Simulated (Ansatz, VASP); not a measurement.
BN in VASP and in Ansatz

File INCAR:

```
SYSTEM = BN
  ALGO = Normal
  EDIFF = 1E-6
  ENCUT = 520
  GGA = PE
  ISIF = 2
  ISMEAR = 0
  LASPH = .TRUE.
  LCHARG = .FALSE.
  LREAL = .FALSE.
  LWAVE = .FALSE.
  NBANDS = 11
  NELM = 80
  PREC = Accurate
  SIGMA = 0.05
```

Contents of KPOINTS:

```
k-points
0
G
  12 12 12
  0 0 0
```

Contents of POSCAR:

```
BN
1.0
    0.0000000000      1.8640981174      1.7149702680
    1.8640981174      0.0000000000      1.7149702680
    1.8640981174      1.8640981174      0.0000000000
B N
1 1
Direct
    0.0000000000      0.0000000000      0.0000000000
    0.7500000000      0.7500000000      0.7500000000
```

Input for Ansatz:

```yaml
crystal:
  lattice:
    - [0.0, 1.8640981174, 1.714970268]
    - [1.8640981174, 0.0, 1.714970268]
    - [1.8640981174, 1.8640981174, 0.0]
  atoms:
    - { symbol: B, position: [0.0, 0.0, 0.0] }
    - { symbol: "N", position: [0.75, 0.75, 0.75] }
basis:
  ecutwfc: 420
kpoints:
  mp_grid: { grid: [12, 12, 12] }
hamiltonian:
  xc: pbe
scf:
  occupations: { method: gaussian, width: 0.05 }
output:
  forces: true
  stress: true
  eigenvalues: true
```

Alike in both runs: task single point; functional PBE; k mesh 12 × 12 × 12; occupations gaussian, width 0.05 eV; no spin polarisation.

|  | VASP | Ansatz |
| --- | --- | --- |
| version | VASP 6.6.1 | Ansatz 0.2.0 |
| potentials or method | VASP PAW PBE potentials, release 64 (B, N) | scalar-relativistic, plane waves, PAW |
| plane-wave cutoff (eV) | 520 | 420 |
| valence electrons in the cell | 8 | 8 |

|  | VASP | Ansatz | Ansatz less VASP |
| --- | --- | --- | --- |
| gap on the k mesh at the Fermi level (eV) | 3.10 | 3.11 | +0.009 |
| least direct gap on the mesh (eV) | 7.97 | 7.98 | +0.009 |
| pressure (GPa) | -0.3 | -0.5 | -0.22 |
| largest component of the traceless stress (GPa) | 30.02 | 30.00 | -0.018 |

The functional is the same, so the differences come from potentials, cutoffs and numerics.

A k mesh can miss the band edges. PBE gaps usually lie below the measured ones, often by a third to a half.
